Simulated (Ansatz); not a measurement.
# SiO2 (P6_322) in Ansatz: reference runs, part 2 of 2

Ansatz 0.2.0.

**3. Single point, PBE (atoms moved at random, drawn with an rms of 0.05 Å)**

Contents of input.yaml:

```yaml
crystal:
  lattice:
    - [5.0690738885, 0.0, 0.0]
    - [-2.5345369442, 4.3899467611, 0.0]
    - [0.0, 0.0, 8.55848854]
  atoms:
    - { symbol: Si, position: [0.338477, 0.669353, 0.43552] }
    - { symbol: Si, position: [0.341846, 0.678157, 0.062931] }
    - { symbol: Si, position: [0.66136, 0.32593, 0.559467] }
    - { symbol: Si, position: [0.656044, 0.327225, 0.932995] }
    - { symbol: O, position: [0.406988, -0.004535, -0.001264] }
    - { symbol: O, position: [0.342936, 0.678032, 0.252789] }
    - { symbol: O, position: [0.664495, 0.326899, 0.754205] }
    - { symbol: O, position: [0.007453, 0.585744, 0.504209] }
    - { symbol: O, position: [0.576504, 0.584635, 0.000523] }
    - { symbol: O, position: [0.574599, -0.005829, 0.497238] }
    - { symbol: O, position: [0.422423, 0.429183, 0.494606] }
    - { symbol: O, position: [-0.003182, 0.416853, 0.00328] }
kpoints:
  mp_grid: { grid: [6, 6, 3] }
scf:
  occupations: { method: fermi_dirac, width: 0.05 }
hamiltonian:
  xc: pbe
  pseudopotentials: { kind: all_electron, lapw: { basis_error: 0.001 } }
output:
  forces: true
  stress: true
  eigenvalues: true
  populations: true
```

Potentials or basis: all-electron LAPW, scalar-relativistic.

Started as:

```sh
$ ansatz run input.yaml --threads 8 --pin off --max-ram 24576MiB --backend cpu --events-out ev --progress --plain --runs-dir out
```

Standard output:

```text
Warning: RAYON_NUM_THREADS=8 ignored (pool sized by the plan → 8); use --threads N
Si: projections on atomic orbitals take those of the free atom 1s2 2s2 2p6 3s2 3p2, of charge +0.00 (hamiltonian.pseudopotentials.projection_atoms)
O: projections on atomic orbitals take those of the free atom 1s2 2s2 2p4, of charge +0.00 (hamiltonian.pseudopotentials.projection_atoms)
LAPW: plane waves up to 12.751 Å⁻¹, error target 1.0e-3 eV per atom; small_component_spin mean_spin; O in spheres of 0.734 Å, 8 of its electrons in bands, Dirac shells []; Si in spheres of 0.797 Å, 12 of its electrons in bands, Dirac shells [] (how accurate: hamiltonian.pseudopotentials.lapw.basis_error, Limitations)
Engine: ansatz 0.2.0, x86_64-unknown-linux-gnu
Pseudopotentials: kind: all_electron
Pseudopotential: Si, LAPW, valence charge 12, lapw/all_electron/scalar/gaussian/Si, Koelling and Harmon's equation, gaussian nucleus
Pseudopotential: O, LAPW, valence charge 8, lapw/all_electron/scalar/gaussian/O, Koelling and Harmon's equation, gaussian nucleus
Functional definition: PBE
  parameter kappa = 0.804
  parameter beta = 0.06672455060314922
  exchange = pbe_x(kappa = kappa, mu = beta*pi^2/3)
  correlation = pbe_c(beta = beta)
Crystal: 12 atoms, lattice volume = 190.452 Å³
Basis set: ecut = 619.4484079236239 eV, 6641 PW (Γ), exchange–correlation at level 2
Bands: 68, of which v1, the nominal top of the filled ones, is band 56 counted from 1 (55 counted from 0)
Symmetry: 1 space group operations
Space group: P1 (ITA 1), of the structure as read, at distance tolerance 5.8e-5 Å
[... 55 lines left out ...]
       -0.269670      -0.669182       6.071421
  P = ⅓ Tr σ = 4.3954 GPa (43.954 kbar)
--- Band table (eV; the first three rows and the last of 56) ---
  k-point 0: bands = ["-502.6612", "-502.6119", "-502.5945", "-502.4258", "-502.4191", "-502.2917", "-502.2588", "-501.9731", "-131.7737", "-131.1497", "-130.9865", "-130.9074", "-87.8440", "-87.8374", "-87.8302", "-87.2147", "-87.2094", "-87.2041", "-87.0509", "-87.0455", "-87.0399", "-86.9705", "-86.9643", "-86.9532", "-18.3775", "-17.8408", "-17.0087", "-16.5855", "-16.3356", "-16.1927", "-16.1087", "-15.5250", "-8.6116", "-7.2816", "-5.4721", "-4.8471", "-4.6845", "-4.5661", "-4.4033", "-4.0634", "-1.9436", "-1.5211", "-1.4342", "-1.1560", "-1.1046", "-0.8717", "-0.8269", "-0.7857", "-0.6929", "-0.5916", "0.1725", "0.3681", "0.5286", "0.7056", "1.0818", "1.2963", "6.7125", "8.9244", "9.4226", "10.0442", "10.3217", "10.5829", "10.8591", "11.2184", "11.4353", "11.5575", "13.0168", "13.0586"]
  k-point 1: bands = ["-502.6612", "-502.6119", "-502.5945", "-502.4258", "-502.4191", "-502.2917", "-502.2588", "-501.9731", "-131.7737", "-131.1497", "-130.9865", "-130.9074", "-87.8441", "-87.8374", "-87.8302", "-87.2147", "-87.2094", "-87.2041", "-87.0509", "-87.0455", "-87.0399", "-86.9705", "-86.9643", "-86.9532", "-18.3340", "-17.9493", "-16.8442", "-16.5857", "-16.4172", "-16.2004", "-16.1223", "-15.5280", "-8.3891", "-7.6498", "-5.2078", "-4.8397", "-4.7868", "-4.5852", "-4.3849", "-4.0730", "-1.7527", "-1.4881", "-1.4077", "-1.2552", "-1.2000", "-0.9680", "-0.8951", "-0.8376", "-0.6521", "-0.5748", "0.2776", "0.4080", "0.6147", "0.6950", "0.9698", "1.2424", "7.0826", "8.0124", "10.1447", "10.2207", "10.3906", "10.5551", "10.8382", "11.1843", "11.3278", "11.8829", "12.6153", "12.6824"]
  k-point 2: bands = ["-502.6612", "-502.6119", "-502.5945", "-502.4258", "-502.4191", "-502.2917", "-502.2588", "-501.9731", "-131.7737", "-131.1497", "-130.9865", "-130.9074", "-87.8440", "-87.8374", "-87.8302", "-87.2147", "-87.2094", "-87.2041", "-87.0509", "-87.0455", "-87.0399", "-86.9705", "-86.9643", "-86.9532", "-18.2997", "-17.7615", "-17.1056", "-16.6400", "-16.3577", "-16.2358", "-16.1189", "-15.5463", "-8.4129", "-7.0902", "-5.7269", "-4.8853", "-4.6403", "-4.4839", "-4.3305", "-3.9780", "-1.9570", "-1.5816", "-1.4694", "-1.2395", "-1.1274", "-0.9225", "-0.8913", "-0.7480", "-0.6629", "-0.6234", "-0.0140", "0.2794", "0.5341", "0.7261", "0.9672", "1.2827", "7.0697", "9.2822", "9.5441", "10.0404", "10.2924", "10.6282", "11.0587", "11.1524", "11.3931", "11.7752", "12.2401", "12.7931"]
  k-point 55: bands = ["-502.6612", "-502.6119", "-502.5945", "-502.4258", "-502.4191", "-502.2917", "-502.2588", "-501.9731", "-131.7737", "-131.1497", "-130.9865", "-130.9074", "-87.8440", "-87.8374", "-87.8302", "-87.2147", "-87.2094", "-87.2041", "-87.0509", "-87.0455", "-87.0399", "-86.9705", "-86.9643", "-86.9532", "-17.9153", "-17.6632", "-17.2228", "-16.9950", "-16.4338", "-16.3006", "-16.1571", "-15.6410", "-7.4662", "-6.9649", "-5.8682", "-5.4490", "-4.4342", "-4.2818", "-4.1402", "-3.7792", "-1.9838", "-1.8025", "-1.6883", "-1.4700", "-1.2538", "-1.1589", "-1.0645", "-0.8748", "-0.6183", "-0.3676", "0.0017", "0.0579", "0.4235", "0.5738", "0.7077", "1.1227", "9.0961", "9.4442", "9.7585", "9.8593", "10.3749", "10.7155", "11.0375", "11.3612", "11.5765", "11.7793", "12.0971", "12.2211"]
--- Löwdin populations: 12 sites ---
  site symbol       q [e]
     0     Si     12.1521
     1     Si     12.1734
     2     Si     12.1761
     3     Si     12.1747
     4      O      8.8037
     5      O      8.8130
     6      O      8.8044
     7      O      8.8068
     8      O      8.8072
     9      O      8.8055
    10      O      8.8067
    11      O      8.8149
  spilling = 0.007178 (of n_electrons = 120.000000)
```

populations.tsv:

```text
# site	symbol	l	j	q
# orbitals = lowdin
# n_electrons = 120.000000
# spilling = 0.007178
# projection_atom_Si: 1s2 2s2 2p6 3s2 3p2
# projection_atom_O: 1s2 2s2 2p4
0	Si	0_1S	-	1.999801
0	Si	0_2S	-	1.982196
0	Si	0_3S	-	0.635657
0	Si	1_2P	-	5.993042
0	Si	1_3P	-	1.541399
1	Si	0_1S	-	1.999821
1	Si	0_2S	-	1.983886
1	Si	0_3S	-	0.653456
1	Si	1_2P	-	5.993807
1	Si	1_3P	-	1.542461
2	Si	0_1S	-	1.999837
2	Si	0_2S	-	1.985358
2	Si	0_3S	-	0.670798
2	Si	1_2P	-	5.994507
2	Si	1_3P	-	1.525592
3	Si	0_1S	-	1.999823
3	Si	0_2S	-	1.984112
3	Si	0_3S	-	0.657038
3	Si	1_2P	-	5.993875
3	Si	1_3P	-	1.539899
4	O	0_1S	-	1.995939
4	O	0_2S	-	1.595633
4	O	1_2P	-	5.212100
5	O	0_1S	-	1.995915
5	O	0_2S	-	1.582472
5	O	1_2P	-	5.234614
6	O	0_1S	-	1.995888
6	O	0_2S	-	1.582470
6	O	1_2P	-	5.226017
7	O	0_1S	-	1.996360
7	O	0_2S	-	1.610270
7	O	1_2P	-	5.200193
8	O	0_1S	-	1.996126
8	O	0_2S	-	1.599804
8	O	1_2P	-	5.211308
9	O	0_1S	-	1.995821
9	O	0_2S	-	1.588008
9	O	1_2P	-	5.221708
10	O	0_1S	-	1.995962
10	O	0_2S	-	1.591557
10	O	1_2P	-	5.219224
11	O	0_1S	-	1.996607
11	O	0_2S	-	1.620203
11	O	1_2P	-	5.198096
```

Wall time 2.1 min (8 threads of Intel Xeon 6975P-C (Granite Rapids), shared host); peak memory 3.6 GiB.

What came out:

- Free energy: -47969.1727 eV
- Pressure: 4.4 GPa
- Largest force: 4.547 eV/Å
- Band gap on the k mesh: 5.40 eV, indirect (least direct gap 5.42 eV)
- Loewdin charges: Si +1.85, +1.83, +1.82; O -0.80, -0.81 e

Forces in eV/Å, atoms in the order of the input:
```
Si  -1.838 -0.547 -0.035
Si  -1.657 -2.301  0.753
Si   0.280  1.470  0.818
Si   0.949  1.277  3.812
O   -0.502  1.487 -0.451
O   -0.100  0.049 -1.957
O   -0.207 -0.083 -4.542
O   -1.044 -0.861  0.293
O    1.665 -0.694 -0.761
O    0.631  2.146  0.909
O    2.270 -2.052  1.212
O   -0.446  0.108 -0.052
```

Levels at points of the mesh, in eV from the valence-band top:
```
             k point  band 52  band 53  band 54  band 55  band 56  band 57  band 58  band 59  band 60  band 61
  (0.00, 0.00, 0.00)    -0.95    -0.78    -0.61    -0.23    -0.02     5.40     7.61     8.11     8.73     9.01
 (0.00, -0.50, 0.00)    -1.34    -1.02    -0.82    -0.54     0.00     7.61     8.04     8.65     8.96     9.14
 (-0.50, 0.00, 0.00)    -1.22    -1.16    -0.91    -0.65    -0.23     7.57     8.10     8.70     8.86     9.00
(-0.50, -0.50, 0.00)    -1.34    -0.98    -0.82    -0.63    -0.08     7.62     8.09     8.65     8.96     9.08
```

Caveat: the atomic charges don't sum to the cell's charge; an odd mesh through Γ misses points on the zone boundary, where band edges often lie.
